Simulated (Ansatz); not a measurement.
A calculation with Ansatz 0.2.0 of Cr (native input, structure typed inline):

The input input.yaml:

```yaml
crystal:
  lattice:
    - [-1.472919, 1.458877, 1.459609]
    - [1.48776, -1.487583, 1.503156]
    - [1.491566, 1.506229, -1.488315]
  atoms:
    - { symbol: Cr, position: [-0.000608, 0.00112, -0.009727], spin: 3.0 }
hamiltonian:
  xc: lda
  pseudopotentials: { kind: paw, level: accurate }
magnetization:
  spin_polarized: true
kpoints:
  mp_grid: { grid: [10, 10, 10] }
scf:
  occupations: { method: fermi_dirac, width: 0.15 }
output:
  forces: true
  stress: true
  eigenvalues: true
  write_density: true
  write_potential: true
  elf: true
  volumetric_format: npy
```

Potentials or basis: Ansatz PAW earlier set.

Run with:

```console
$ ansatz run input.yaml --threads 1 --pin off --max-ram 2560MiB --backend cpu --events-out ev --progress --plain --runs-dir out
```

The cell isn't the ideal one: cell strained at random at fixed volume.

Task: Write the same calculation in another form: native input, Cartesian positions.

Result: As run:

The input input.yaml:

```yaml
crystal:
  lattice:
    - [-1.472919, 1.458877, 1.459609]
    - [1.48776, -1.487583, 1.503156]
    - [1.491566, 1.506229, -1.488315]
  atoms:
    - { symbol: Cr, spin: 3.0, position_ang: [-0.011946637, -0.01720418, 0.015272932] }
hamiltonian:
  xc: lda
  pseudopotentials: { kind: paw, level: accurate }
magnetization:
  spin_polarized: true
kpoints:
  mp_grid: { grid: [10, 10, 10] }
scf:
  occupations: { method: fermi_dirac, width: 0.15 }
output:
  forces: true
  stress: true
  eigenvalues: true
  write_density: true
  write_potential: true
  elf: true
  volumetric_format: npy
```

Potentials or basis: Ansatz PAW earlier set.

Command:

```sh
$ ansatz run input.yaml --threads 1 --pin off --max-ram 2560MiB --backend cpu --events-out ev --progress --plain --runs-dir out
```

Both were run:

|  | native input, structure typed inline | native input, Cartesian positions |
| --- | --- | --- |
| Pressure | -37.2 GPa | -37.2 GPa |
| Band gap on the k mesh | none (metal or under the smearing width) | none (metal or under the smearing width) |
| Net moment | 0.00 μB per cell | 0.00 μB per cell |
| Absolute moment | 0.00 μB per cell | 0.00 μB per cell |

Keys that steer only the numerical path or the files written may differ.

Caveat: the cell as given lies far from equilibrium; the starting moments collapsed, and a magnetic state may lie lower; the PAW data sets come from PBE, with cores solved anew for the run's functional, which leaves a small shift of forces and pressure; the starting moments weren't kept.
